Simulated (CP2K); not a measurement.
MgS under changes of volume

One of the cells (22.740 Å³/atom); the others are scaled copies at fixed shape and fractional positions:

```
CELL_PARAMETERS angstrom
4.00664 0.00000 0.00000
2.00332 3.46985 0.00000
2.00332 1.15662 3.27141
ATOMIC_POSITIONS crystal
S 0.25000 0.25000 0.25000
Mg 0.00000 0.00000 0.00000
```

The cell comes from a database or a generator and needn't be the stable form of this composition.

```yaml
Program: CP2K 2026.2
Functional: LDA
Potentials_or_basis: GTH_POTENTIALS S GTH-PADE-q6, Mg GTH-PADE-q10; TZVP-MOLOPT-PBE-GTH basis
Density_cutoff: 19048 eV
k_mesh: 8 × 8 × 8
Occupations: fermi-dirac, width 0.01 eV
Spin: no spin polarisation
```

| volume (Å³/atom) | energy over the lowest point (meV/atom) | pressure (GPa) | gap on the mesh (eV) |
| --- | --- | --- | --- |
| 21.376 | 9.38 | 3.0 | 3.34 |
| 21.831 | 2.78 | 1.6 | 3.24 |
| 22.285 | 0.00 | 0.4 | 3.13 |
| 22.740 | 0.82 | -0.8 | 3.03 |
| 23.195 | 4.57 | -1.8 | 2.93 |
| 23.650 | ? | ? | ? |
| 24.105 | 20.17 | -3.6 | 2.75 |

Problem. What does the run at 23.650 Å³/atom give?

Solution. Energy over the lowest point 11.11 meV/atom; pressure -2.8 GPa; gap on the mesh 2.84 eV.

Worked out: A Birch-Murnaghan fit of order 3 (a polynomial in V^(-2/3)) to the other rows has its minimum at 22.41 Å³/atom with B0 = V·E''(V) = 58 GPa and B' = 4.7. It gives 11.16 meV/atom at 23.650 Å³/atom, against the run's 11.11, and -dE/dV = -2.8 GPa, against -2.8. A straight line through the other rows of the gap, of slope -4.95 eV per unit of ln V (its deformation potential), gives 2.84 eV, against the run's 2.84.

Energies are extrapolated to zero smearing.

Caveats: the basis of atomic orbitals isn't converged, which shifts pressures, moduli and gaps.
